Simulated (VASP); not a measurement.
The system is ZnS.

```
Zn S
1.0
     0.00000    2.70200    2.70200
     2.70200    0.00000    2.70200
     2.70200    2.70200    0.00000
Zn S
1 1
Direct
  0.75000 0.75000 0.75000
  0.00000 0.00000 0.00000
```

A sound run:

| Item | Value |
| --- | --- |
| Program | VASP 6.6.1 |
| Task | dielectric tensor |
| Functional | PBE |
| Potentials or basis | VASP PAW PBE potentials, release 64 (Zn, S) |
| Cutoff | 800 eV |
| k mesh | 12 × 12 × 12 |
| Occupations | gaussian, width 0.01 eV |
| Spin | no spin polarisation |

It gives band gap on the k mesh 2.12 eV, direct.

Question: What do these careless settings give instead: cutoff 350 eV in place of 800 eV?

Answer: Band gap on the k mesh 2.11 eV, direct. The run converged, but these numbers show the error of the settings and aren't properties of the crystal.
